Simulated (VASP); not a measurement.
Sr: optical spectrum with TB-mBJ

Crystal: Sr.

```
CELL_PARAMETERS angstrom
0.00000 3.04235 3.04235
3.04235 0.00000 3.04235
3.04235 3.04235 0.00000
ATOMIC_POSITIONS crystal
Sr 0.00000 0.00000 0.00000
```

```yaml
Program: VASP 6.6.1
Task: optical spectrum
Functional: TB-mBJ
Potentials_or_basis: VASP PAW PBE potentials, release 64 (Sr_sv)
Cutoff: 500 eV
k_mesh: 8 × 8 × 8
Occupations: methfessel-paxton, width 0.1 eV
Spin: no spin polarisation
Further_INCAR_settings: ALGO = Normal; EDIFF = 1e-06; NBANDS = 29
```

```json
{
 "Band gap on the k mesh": "0.09 eV, indirect (least direct gap 0.42 eV)"
}
```

Levels at points of the mesh, in eV from the valence-band top:
| k point | band 3 | band 4 | band 5 | band 6 | band 7 | band 8 |
| --- | --- | --- | --- | --- | --- | --- |
| (0.00, 0.00, 0.00) | -19.32 | -19.32 | -3.42 | 2.04 | 2.04 | 2.04 |
| (0.50, 0.00, 0.00) | -19.34 | -19.34 | -1.00 | 0.23 | 1.88 | 1.88 |
| (0.50, 0.50, 0.00) | -19.38 | -19.38 | -0.68 | 0.31 | 1.29 | 4.15 |

Dielectric function (mean over the directions given):
```csv
energy (eV),real part,imaginary part
0.32,78.18,38.67
0.96,10.70,24.29
1.60,-4.88,12.97
2.32,-4.54,4.37
2.97,-4.08,3.26
3.69,-0.95,1.24
4.33,0.53,3.20
5.05,-0.64,1.94
5.69,-1.35,1.08
6.41,-0.37,0.54
7.05,0.09,0.15
7.70,0.37,0.16
8.42,0.51,0.16
9.06,0.65,0.09
9.78,0.76,0.09
10.42,0.85,0.08
11.14,0.92,0.03
11.78,1.01,0.02
12.51,1.08,0.02
13.15,1.14,0.04
13.79,1.20,0.02
14.51,1.27,0.03
15.15,1.32,0.04
15.87,1.39,0.03
16.51,1.46,0.07
17.24,1.59,0.04
17.88,1.70,0.06
18.60,1.97,0.08
19.24,2.47,0.17
19.96,2.19,1.50
```

Wall time 39 s on 1 thread of Intel(R) Xeon(R) 6975P-C (Granite Rapids), with other jobs on the host, peak memory 0.21 GiB.

Caveat: spectra need much finer meshes, so this one isn't converged; independent-particle spectra lack excitons. A k mesh can miss the band edges.
